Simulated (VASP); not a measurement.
Here is a VASP 6.6.1 calculation.

File INCAR:

```
PREC = Accurate
ENCUT = 580
EDIFF = 1E-7
ISMEAR = 0
SIGMA = 0.02
LREAL = F
LASPH = T
NELM = 60
ALGO = Fast
ISIF = 3
LWAVE = F
LCHARG = F
GGA = PS
IBRION = 2
NSW = 90
EDIFFG = -0.005
```

The input KPOINTS:

```
Automatic mesh
0
Gamma
  8 8 8
```

POSCAR

```
Li2O
1.0
    0.0000000000      2.3135000000      2.3135000000
    2.3135000000      0.0000000000      2.3135000000
    2.3135000000      2.3135000000      0.0000000000
Li O
2 1
Direct
    0.2500000000      0.2500000000      0.2500000000
    0.7500000000      0.7500000000      0.7500000000
    0.0000000000      0.0000000000      0.0000000000
```

Potentials or basis: VASP PAW PBE potentials, release 64 (Li, O).

Run with:

```console
$ cat potpaw_PBE.64/Li/POTCAR potpaw_PBE.64/O/POTCAR > POTCAR
$ mpirun -np 1 vasp_std > vasp.out
```

**Question.** Predict the space group after relaxing (to 0.05 Å).

**Answer.** Fm-3m (No. 225).

**Question.** What does it give for the relaxed cell?

**Answer.** a = 3.248 Å, b = 3.248 Å, c = 3.248 Å, α = 60.00°, β = 60.00°, γ = 60.00°.

**Question.** Estimate the band gap on the k mesh.

**Answer.** 4.87 eV, indirect (least direct gap 5.31 eV).

The path:
| step | energy change (eV) | largest force (eV/Å) | pressure (GPa) | volume (Å³) |
| --- | --- | --- | --- | --- |
| 1 | 0.0000 | 0.0000 | -1.69 | 24.77 |
| 2 | -0.0024 | 0.0000 | -0.72 | 24.45 |
| 3 | -0.0029 | 0.0000 | -0.22 | 24.30 |
| 4 | -0.0030 | 0.0000 | 0.02 | 24.23 |

Caveat: the PAW data sets were made with another functional, which shifts forces and pressure a little. A k mesh can miss the band edges.
